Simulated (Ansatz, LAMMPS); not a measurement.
# Structural relaxation of a frame of liquid Al2O3 from 3000 K (175 atoms)

Wanted: the relaxed structure of a frame of liquid Al2O3 from 3000 K (175 atoms) and its electronic structure.

Main program and level: Ansatz 0.2.0; Kohn-Sham DFT, revPBE, PAW (set soft_2), plane waves.

Report form: the programs' logs are mostly left out.

### 1. The starting structure

The cell holds 175 atoms: 70 Al and 105 O. Cell: a = 12.870 Å, b = 12.870 Å, c = 12.870 Å, α = 90.0°, β = 90.0°, γ = 90.0°. 175 atoms (70 Al, 105 O) placed at random at 2.78 g/cm³, melted at 4500 K for 20 ps at fixed volume with the Morse and Coulomb pair potential with partial charges (Pedone, Malavasi, Menziani, Cormack and Segre, J. Phys. Chem. B 110, 11780 (2006)). Snapshot at the end of a hold of 20 ps at 3000 K and fixed volume. The starting density is a measured one.

What the set-up can't give: The network of bonds at the start is that of the classical potential that made the cell. Only the Γ point is sampled, in a cell whose shortest periodic width is 13 Å.

### 2. How the cell was made

A classical potential makes the cell, at a small fraction of what the same run would cost in DFT.

This step: classical MD, Morse and Coulomb pair potential with partial charges (Pedone, Malavasi, Menziani, Cormack and Segre, J. Phys. Chem. B 110, 11780 (2006)) (LAMMPS 22 Jul 2025 - Update 4).

in.lmp reads:

```
# melt-quench of Al70O105
units metal
atom_style charge
boundary p p p
region box block 0 12.8697 0 12.8697 0 12.8697
create_box 2 box
mass 1 26.9815   # Al
mass 2 15.9990   # O
create_atoms 1 random 70 448545 NULL overlap 1.5 maxtry 2000
create_atoms 2 random 105 448552 NULL overlap 1.5 maxtry 2000
pair_style hybrid/overlay pedone 5.5 coul/long 8.0
pair_coeff * * coul/long
pair_coeff 1 2 pedone 0.361581 1.900442 2.164818 0.9   # Al-O
pair_coeff 2 2 pedone 0.042395 1.379316 3.618701 22   # O-O
set type 1 charge 1.8
set type 2 charge -1.2
kspace_style pppm 1.0e-4
neigh_modify delay 0 every 1 check yes
thermo_style custom step time temp pe press density
thermo_modify norm yes
timestep 0.002
thermo 100
min_style cg
minimize 1e-4 1e-4 200 2000
reset_timestep 0
velocity all create 4500 448546 mom yes dist gaussian
fix lim all nve/limit 0.05
fix lan all langevin 4500 4500 0.2 448547 zero yes
thermo 500
run 1000 post no
unfix lim
unfix lan
thermo 1666
fix md all nvt temp 4500 4500 0.2
run 10000 post no
unfix md
thermo 1666
fix md all nvt temp 4500 3000 0.2
run 5000 post no
unfix md
compute msd all msd com yes
thermo 2500
fix md all nvt temp 3000 3000 0.2
run 10000 post no
print "== T3000: mean square displacement over the hold $(c_msd[4]:%.2f) A^2"
unfix md
uncompute msd
write_dump all custom T3000.dump id type xs ys zs modify sort id
```

Run with:

```bash
lmp -in in.lmp -log none -nocite
```

Run time: 85 s. Hardware: 1 thread of Intel Xeon at 2.80GHz (Skylake/Cascade Lake), shared host; peak memory 0.65 GiB.

### 3. Single point at the start

The forces at the start show how far the geometry lies from a minimum of this functional.

input.yaml reads:

```yaml
crystal:
  lattice:
    - [12.8697, 0.0, 0.0]
    - [0.0, 12.8697, 0.0]
    - [0.0, 0.0, 12.8697]
  atoms:
    - { symbol: Al, position: [0.89715, 0.00659, 0.15402] }
    - { symbol: Al, position: [0.05226, 0.05136, 0.93965] }
    - { symbol: Al, position: [0.81807, 0.94595, 0.97491] }
    - { symbol: Al, position: [0.68714, 0.13259, 0.1316] }
    - { symbol: Al, position: [0.57735, 0.60449, 0.13052] }
    - { symbol: Al, position: [0.14237, 0.64315, 0.46493] }
    - { symbol: Al, position: [0.8348, 0.96097, 0.41284] }
    - { symbol: Al, position: [0.73962, 0.33526, 0.30479] }
    - { symbol: Al, position: [0.44132, 0.55706, 0.65066] }
    - { symbol: Al, position: [0.71729, 0.48053, 0.94408] }
    - { symbol: Al, position: [0.34481, 0.37449, 0.04256] }
    - { symbol: Al, position: [0.02786, 0.80972, 0.03624] }
    - { symbol: Al, position: [0.07902, 0.91236, 0.72649] }
    - { symbol: Al, position: [0.96685, 0.51944, 0.55704] }
    - { symbol: Al, position: [0.98527, 0.7692, 0.51484] }
    - { symbol: Al, position: [0.3845, 0.59017, 0.42891] }
    - { symbol: Al, position: [0.74286, 0.59006, 0.33082] }
    - { symbol: Al, position: [0.07105, 0.91604, 0.37761] }
    - { symbol: Al, position: [0.56442, 0.3882, 0.48849] }
    - { symbol: Al, position: [0.7838, 0.81871, 0.72799] }
    - { symbol: Al, position: [0.81662, 0.25185, 0.58837] }
    - { symbol: Al, position: [0.03683, 0.10274, 0.53918] }
    - { symbol: Al, position: [0.58079, 0.73234, 0.73055] }
    - { symbol: Al, position: [0.26448, 0.27779, 0.83121] }
    - { symbol: Al, position: [0.43036, 0.14822, 0.46804] }
    - { symbol: Al, position: [0.30603, 0.90185, 0.29935] }
    - { symbol: Al, position: [0.53348, 0.99847, 0.7251] }
    - { symbol: Al, position: [0.71299, 0.6518, 0.83035] }
    - { symbol: Al, position: [0.20885, 0.72266, 0.59322] }
    - { symbol: Al, position: [0.84446, 0.24651, 0.78459] }
    - { symbol: Al, position: [0.59148, 0.98227, 0.4631] }
    - { symbol: Al, position: [0.67213, 0.11074, 0.92619] }
    [... 137 atom lines left out ...]
    - { symbol: O, position: [0.97424, 0.92975, 0.96107] }
    - { symbol: O, position: [0.20327, 0.9589, 0.68538] }
    - { symbol: O, position: [0.63362, 0.05577, 0.64096] }
    - { symbol: O, position: [0.83477, 0.49418, 0.60839] }
    - { symbol: O, position: [0.5486, 0.35247, 0.79793] }
    - { symbol: O, position: [0.51033, 0.05331, 0.41766] }
kpoints:
  mp_grid: { grid: [1, 1, 1] }
hamiltonian:
  xc: revpbe
scf:
  occupations: { method: gaussian, width: 0.025 }
output:
  forces: true
  stress: true
  populations: intrinsic
  dos:
    method: { smearing: { sigma: 0.08 } }
    de: 0.1
    projected: { site_lists: { Al: [Al], O: [O] } }
  eigenvalues: true
```

Run with:

```bash
ansatz run input.yaml --threads 4 --pin off --max-ram 8192MiB --backend cpu --events-out ev --progress --plain --runs-dir out
```

The job ended after 54 s (4 threads of AMD EPYC 7R43, shared host; peak memory 3.3 GiB; 3.4 min of CPU time).

Numbers from this run:

| Property | Result |
| --- | --- |
| free energy | -97605.9454 eV |
| free energy per atom | -557.7483 eV/atom |
| SCF cycles | 13 |
| pressure | 10.76 GPa |
| r.m.s. force component | 3.167 eV/Å |
| longest force | 15.79 eV/Å |
| Fermi energy | 5.605 eV |
| gap (highest filled to lowest empty level) | 0.9011 eV |

The r.m.s. force component of 3.2 eV/Å and the pressure of 11 GPa set the starting point.

Neighbours are counted within 2.49 Å (O-Al).

Length of the force by element and coordination:

```csv
element,coordination,atoms,mean length of the force (eV/Å),spread,least,most
Al,all,70,5.49,3.05,0.369,15.8
Al,3,8,7.22,3.71,2.73,12.9
Al,4,35,5.33,2.85,0.369,15.8
Al,5,23,5.31,3.10,1.48,13.8
Al,6,4,4.52,1.36,2.51,6.30
O,all,105,4.11,2.63,0.380,14.0
O,1,1,11.2,0,11.2,11.2
O,2,26,4.67,3.07,0.380,11.4
O,3,62,3.89,2.24,0.899,14.0
O,4,16,3.62,2.57,1.18,9.81
```

### 4. Relaxation

With the cell held, the atoms are moved downhill towards a nearby minimum.

input.yaml, the sections that differ from step 3:

```yaml
output:
  forces: true
relax:
  f_tol: 0.05
  max_steps: 200
# crystal, kpoints, hamiltonian, scf: as in step 3
```

Run time: 19 min. Hardware: 4 threads; peak memory 3.2 GiB; 71 min of CPU time.

Relaxation path (22 of 54):

```csv
step,energy less that of the first step (eV),largest force component (eV/Å)
1,0.0000,14.8251
4,-74.4807,1.4469
6,-83.4887,1.0532
9,-90.2644,1.1192
11,-92.7718,0.8504
14,-95.2497,0.2621
16,-96.0346,0.4599
19,-97.3963,0.3941
21,-98.2385,0.7953
24,-99.4364,0.5821
26,-99.8819,0.2649
29,-100.3063,2.3167
31,-100.7032,0.2962
34,-101.4921,0.4251
36,-101.9506,0.7918
39,-102.9936,0.2212
41,-103.1625,0.4361
44,-103.8310,0.5819
46,-104.6151,0.5482
49,-104.9534,0.8771
51,-105.1004,0.0602
54,-105.1007,0.0322
```

Relaxation steps 29, 49 were tried and not accepted.

The atoms that moved most (Å):

```csv
atom,dx,dy,dz,length
O166,-1.553,-0.196,-1.360,2.074
Al10,-0.239,-1.503,-1.124,1.892
O75,1.507,-0.832,0.259,1.741
Al35,1.616,-0.460,-0.253,1.700
O97,0.903,1.331,-0.370,1.650
O95,-1.241,0.886,0.287,1.551
O82,0.312,-1.492,0.123,1.529
O77,-1.458,0.341,0.285,1.524
```

The relaxation changed the energy by -601 meV/atom, and atoms moved by 0.84 Å r.m.s., 2.1 Å at most.

### 5. Structure statistics after relaxation

Bonds before and after, by the cutoffs listed below:

```csv
pair,bonds before,bonds after,mean before (Å),mean after (Å),spread before (Å),spread after (Å)
O-Al,303,308,1.886,1.856,0.232,0.107
```

Density 2.78 g/cm³, 12.18 Å³ an atom.

g(r), total and by pair (bins of 0.1 Å):

```csv
r (Å),total,O-O,O-Al,Al-Al
1.55,0.00,0.00,0.00,0.00
1.65,0.12,0.00,0.25,0.00
1.75,3.01,0.00,6.27,0.00
1.85,4.94,0.00,10.30,0.00
1.95,1.41,0.00,2.94,0.00
2.05,0.32,0.00,0.67,0.00
2.15,0.05,0.00,0.10,0.00
2.25,0.09,0.00,0.18,0.00
2.35,0.02,0.05,0.00,0.00
2.45,0.33,0.76,0.12,0.00
2.55,0.48,1.14,0.04,0.32
2.65,0.87,1.97,0.10,0.69
2.75,1.23,2.72,0.09,1.29
2.85,1.27,2.73,0.17,1.28
2.95,1.54,3.22,0.19,1.83
3.05,1.43,2.15,0.65,2.16
3.15,1.40,1.83,0.65,2.71
3.25,1.17,0.99,0.77,2.76
3.35,1.06,0.68,0.82,2.64
3.45,0.91,0.60,0.87,1.75
3.55,0.84,0.46,1.09,0.94
3.65,0.97,0.62,1.37,0.57
3.75,0.76,0.59,1.05,0.30
3.85,0.88,0.52,1.33,0.33
3.95,0.84,0.53,1.23,0.35
4.05,0.92,0.58,1.39,0.25
4.15,1.08,0.62,1.53,0.76
4.25,1.06,0.58,1.54,0.69
4.35,1.14,0.88,1.40,0.95
4.45,1.05,0.91,1.28,0.67
4.55,1.00,0.69,1.35,0.67
4.65,1.06,0.98,1.22,0.73
4.75,0.95,0.91,0.99,0.92
4.85,1.02,1.12,0.94,1.03
4.95,0.92,1.04,0.74,1.16
5.05,1.13,1.42,0.80,1.44
5.15,0.95,1.31,0.65,1.02
5.25,1.12,1.52,0.71,1.43
5.35,0.84,1.27,0.54,0.80
5.45,0.96,1.28,0.70,1.01
5.55,0.91,1.13,0.66,1.19
5.65,1.08,1.31,0.77,1.47
5.75,1.08,1.16,0.97,1.24
5.85,1.05,1.04,0.98,1.25
```

Bonds by pair of elements; cutoffs follow the first minimum of g(r), held within bounds set by covalent radii, and pairs that aren't listed don't count as bonded:

```csv
pair A-B,cutoff (Å),bonds,mean length (Å),spread (Å),shortest (Å),B about A,A about B
O-Al,2.49,308,1.86,0.107,1.68,2.93,4.4
```

How many atoms have how many bonded neighbours:

```csv
element,mean,2,3,4,5,6
Al,4.4,0,1,42,25,2
O,2.93,10,92,3,0,0
```

Bond angles (no mean is given where the spread exceeds 20°):

```csv
angle,count,mean (°),spread (°)
O-Al-O,535,-,-
Al-O-Al,304,117,17.2
```

Oxygen atoms by the number of network formers (Si, P, Ge, B, Al, As, Ga) bound to them:

```csv
network formers bound to O,O atoms,per cent
0,0,0
1,0,0
2,10,9.5
3,92,87.6
4,3,2.9
```

Network units: each former by its oxygen neighbours and how many of them bridge to another former:

```csv
former,O neighbours,bridging O,atoms
Al,3,3,1
Al,4,4,42
Al,5,5,25
Al,6,6,2
```

Bond length by coordination (bonds to H left out):

```csv
element,coordination,atoms,mean bond length (Å)
Al,3,1,1.73
Al,4,42,1.81
Al,5,25,1.91
Al,6,2,1.99
O,2,10,1.73
O,3,92,1.86
O,4,3,1.99
```

Rings of the network by King's shortest-path rule, up to 12 atoms, one path for each pair of neighbours; H, halogens, alkali and alkaline-earth atoms are left out, and the last column divides by all other atoms, bonded or not:

```csv
ring size (atoms),rings,per network atom
4,36,0.206
6,90,0.514
8,155,0.886
10,41,0.234
12,4,0.023
```

First main peaks of g(r), for some of the pairs, lie near 2.9 Å (O-O) and 1.8 Å (O-Al). By these cutoffs 60 % of Al atoms have 4 and 88 % of O atoms have 3 bonded neighbours. 10 % of the oxygens bridge two formers (Al) and 0 % are non-bridging; 88 % join three; 3 % join four. The commonest Al unit has 4 oxygens, 4 of them shared with other formers (42 of 70 atoms). Bonds at O atoms with 2 neighbours average 1.73 Å, against 1.99 Å at those with 4. Rings of 8 atoms are the most common (48 % of those counted); sizes run from 4 to 12, where the search stops.

### 6. Single point at the relaxed geometry

One more single point at the end of the walk gives the fuller output and checks the residual forces.

input.yaml reads:

```yaml
crystal:
  lattice:
    - [12.8697, 0.0, 0.0]
    - [0.0, 12.8697, 0.0]
    - [0.0, 0.0, 12.8697]
  atoms:
    - { symbol: Al, position: [0.87616, 0.03145, 0.20444] }
    - { symbol: Al, position: [0.05561, 0.03427, 0.99879] }
    - { symbol: Al, position: [0.79231, 0.97087, 0.01145] }
    - { symbol: Al, position: [0.63857, 0.10099, 0.14243] }
    - { symbol: Al, position: [0.62731, 0.63871, 0.11729] }
    - { symbol: Al, position: [0.12403, 0.66908, 0.40651] }
    - { symbol: Al, position: [0.87777, 0.99076, 0.40897] }
    - { symbol: Al, position: [0.69254, 0.27318, 0.2897] }
    - { symbol: Al, position: [0.51207, 0.60353, 0.60717] }
    - { symbol: Al, position: [0.69875, 0.36374, 0.85671] }
    - { symbol: Al, position: [0.33617, 0.38549, 0.02133] }
    - { symbol: Al, position: [0.98663, 0.81564, 0.99796] }
    - { symbol: Al, position: [0.09259, 0.90984, 0.70301] }
    - { symbol: Al, position: [0.95647, 0.5042, 0.50513] }
    - { symbol: Al, position: [0.97397, 0.77415, 0.52368] }
    - { symbol: Al, position: [0.37142, 0.67542, 0.39872] }
    - { symbol: Al, position: [0.76758, 0.63722, 0.31338] }
    - { symbol: Al, position: [0.11723, 0.91997, 0.41418] }
    - { symbol: Al, position: [0.57921, 0.37025, 0.48374] }
    - { symbol: Al, position: [0.86411, 0.77453, 0.75082] }
    - { symbol: Al, position: [0.77942, 0.2187, 0.50755] }
    - { symbol: Al, position: [0.0823, 0.0866, 0.52489] }
    - { symbol: Al, position: [0.61394, 0.74643, 0.74464] }
    - { symbol: Al, position: [0.25591, 0.2853, 0.80921] }
    - { symbol: Al, position: [0.45452, 0.17265, 0.52888] }
    - { symbol: Al, position: [0.33944, 0.9112, 0.34311] }
    - { symbol: Al, position: [0.51917, 0.99245, 0.75331] }
    - { symbol: Al, position: [0.69622, 0.59911, 0.87005] }
    - { symbol: Al, position: [0.21159, 0.72982, 0.60086] }
    - { symbol: Al, position: [0.82412, 0.20686, 0.73581] }
    - { symbol: Al, position: [0.64001, 0.01667, 0.54082] }
    - { symbol: Al, position: [0.64187, 0.14069, 0.90652] }
    [... 137 atom lines left out ...]
    - { symbol: O, position: [0.93014, 0.94658, 0.99138] }
    - { symbol: O, position: [0.21627, 0.98693, 0.70152] }
    - { symbol: O, position: [0.62384, 0.0503, 0.67899] }
    - { symbol: O, position: [0.82482, 0.51842, 0.56182] }
    - { symbol: O, position: [0.56893, 0.35586, 0.81199] }
    - { symbol: O, position: [0.54429, 0.08694, 0.46934] }
kpoints:
  mp_grid: { grid: [1, 1, 1] }
hamiltonian:
  xc: revpbe
scf:
  occupations: { method: gaussian, width: 0.025 }
output:
  forces: true
  stress: true
  populations: true
  dos:
    method: { smearing: { sigma: 0.1 } }
    de: 0.1
    projected: { site_lists: { Al: [Al], O: [O] } }
  eigenvalues: true
  write_density: true
  write_potential: true
  volumetric_format: npy
  elf: true
```

The job ended after 46 s (4 threads; peak memory 3.3 GiB; 2.9 min of CPU time).

The run gave:

```
free energy                                      : -97711.0461 eV
free energy per atom                             : -558.3488 eV/atom
SCF cycles                                       : 10
pressure                                         : -1.411 GPa
r.m.s. force component                           : 0.00603 eV/Å
longest force                                    : 0.03756 eV/Å
Fermi energy                                     : 6.01 eV
gap (highest filled to lowest empty level) : 2.864 eV
spilling of the projection                       : 0.008532
```

Löwdin charges by element and coordination (they lack the spilled electrons, 0.041 e an atom on average):

```csv
element,coordination,atoms,mean charge (e),spread,least,most
Al,all,70,1.36,0.0293,1.29,1.48
Al,3,1,1.48,0,1.48,1.48
Al,4,42,1.37,0.0188,1.32,1.41
Al,5,25,1.34,0.0189,1.31,1.39
Al,6,2,1.31,0.0181,1.29,1.33
O,all,105,-0.840,0.0168,-0.898,-0.809
O,2,10,-0.877,0.0127,-0.898,-0.856
O,3,92,-0.836,0.0117,-0.866,-0.809
O,4,3,-0.836,0.0079,-0.847,-0.828
```

Density of states as counts of states in windows of 1 eV (from the Fermi level), total and the larger projections:

```csv
from (eV),to (eV),total,O p,Al p,Al s
-14,-9,0.0,0.0,0.0,0.0
-9,-8,24.1,17.8,1.6,4.1
-8,-7,65.3,49.0,5.3,9.3
-7,-6,82.1,64.2,10.6,5.0
-6,-5,108.5,90.4,12.6,2.7
-5,-4,121.9,108.5,9.2,1.4
-4,-3,116.1,108.7,4.4,0.5
-3,-2,92.9,88.4,2.5,0.2
-2,-1,19.0,18.1,0.5,0.0
-1,1,0.0,0.0,0.0,0.0
1,2,2.0,0.0,0.1,1.2
2,3,7.4,1.1,2.3,2.3
3,4,18.2,2.8,6.6,4.7
4,5,34.6,5.0,16.5,6.2
```

Between -21 and -14 eV lie 210 more states.

The levels nearest the highest filled one (over half full), pooled over k-points and spins:

```csv
level less the highest filled one (eV),occupation
-0.43,2
-0.379,2
-0.351,2
-0.175,2
-0.156,2
0,2
2.86,0
4.15,0
4.24,0
4.31,0
4.40,0
4.59,0
```

(Continued in part 2 of 2.)

[Logs are printed without paths, hosts, clocks, repeated set-up lines and the standing remarks that a program may print on its own settings, such as how far it seeks lower states.]

[Hosts, paths, dates, database ids (printed as entryN), source tags and the programs' standing remarks are cut or masked in the printed files.]
